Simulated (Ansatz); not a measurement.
# C: ab initio molecular dynamics

These are results of Ansatz, DFT PBE+D3(BJ), scalar-relativistic, plane waves, PAW, not measurements. Cutoff 420 eV, shifted (0.5, 0.5, 0.5 steps) 4×4×2 k-points, Fermi–Dirac smearing of 0.069 eV. The mesh is coarse. No spin polarisation.

18 atoms, starting at 1.02 times the perfect crystal's volume (space group R-3m, the cell as given, not relaxed at this level); Langevin thermostat at 800 K (friction 0.05 fs⁻¹), fixed cell; 60 steps of 2 fs. The run is short and not equilibrated.

First frame:

```
CELL_PARAMETERS angstrom
1.23616 3.56848 -3.36918
-2.47232 -2.85479 -3.36918
-4.94464 2.85479 3.36918
ATOMIC_POSITIONS crystal
C 0.78133 0.44800 0.72133
C 0.11467 0.44800 0.05467
C 0.44800 0.44800 0.38800
C 0.78133 0.11467 0.38800
C 0.11467 0.11467 0.72133
C 0.44800 0.11467 0.05467
C 0.78133 0.78133 0.05467
C 0.11467 0.78133 0.38800
C 0.44800 0.78133 0.72133
C 0.88533 0.55200 0.94533
C 0.21867 0.55200 0.27867
C 0.55200 0.55200 0.61200
C 0.88533 0.21867 0.61200
C 0.21867 0.21867 0.94533
C 0.55200 0.21867 0.27867
C 0.88533 0.88533 0.27867
C 0.21867 0.88533 0.61200
C 0.55200 0.88533 0.94533
```

```
Mean temperature over the second half                                                                                                                                                                                                                                                  : 737 K
Mean pressure over the second half (kinetic part included)                                                                                                                                                                                                                             : -1.1 GPa
Mean potential energy above the perfect crystal (as given, at volume ratio 1; besides heat the difference comes from the volume, 2 % larger, and the crystal's own forces of up to 0.87 eV/Å and pressure of 3.0 GPa; its own run had another smearing, without effect beside its gap) : 79 meV/atom
Mean-square drift of C from first to last step (mean shift of all atoms removed)                                                                                                                                                                                                       : 0.02 Å²
```

Pair distribution functions g(r), second half of the run, up to half the cell's height:

```csv
r (Å),C-C
1.25,0.0
1.35,2.5
1.45,7.5
1.55,0.4
1.65,0.0
1.75,0.0
1.85,0.0
1.95,0.0
2.05,0.0
2.15,0.0
2.25,0.0
2.35,0.7
```

Along the run (potential energy from its first value; pressure with the kinetic part):

| t (fs) | T (K) | ΔE_pot (meV/atom) | P (GPa) |
| --- | --- | --- | --- |
| 0.0 | 756 | 0.0 | -1.6 |
| 4.0 | 467 | 47.8 | -0.5 |
| 8.0 | 456 | 54.9 | -0.8 |
| 12.0 | 666 | 60.1 | -1.4 |
| 16.0 | 722 | 85.7 | -1.5 |
| 20.0 | 732 | 99.8 | -1.0 |
| 24.0 | 836 | 99.8 | -0.1 |
| 28.0 | 822 | 69.6 | -0.1 |
| 32.0 | 860 | 64.0 | 0.1 |
| 36.0 | 620 | 92.8 | 0.3 |
| 40.0 | 780 | 79.1 | -0.1 |
| 44.0 | 847 | 80.6 | 0.2 |
| 48.0 | 684 | 86.1 | 0.1 |
| 52.0 | 713 | 82.2 | -0.4 |
| 56.0 | 715 | 90.0 | -0.3 |
| 60.0 | 750 | 80.2 | -0.4 |
| 64.0 | 779 | 74.8 | -0.5 |
| 68.0 | 628 | 79.7 | -1.2 |
| 72.0 | 504 | 93.6 | -1.8 |
| 76.0 | 705 | 88.9 | -1.6 |
| 80.0 | 849 | 73.2 | -0.8 |
| 84.0 | 766 | 75.5 | -0.5 |
| 88.0 | 753 | 77.4 | -0.5 |
| 92.0 | 1078 | 67.9 | -0.1 |
| 96.0 | 863 | 84.6 | -0.5 |
| 100.0 | 768 | 87.9 | -0.7 |
| 104.0 | 692 | 69.8 | -1.4 |
| 108.0 | 705 | 72.9 | -1.5 |
| 112.0 | 720 | 76.4 | -1.9 |
| 116.0 | 717 | 80.3 | -2.3 |
| 120.0 | 546 | 87.8 | -2.6 |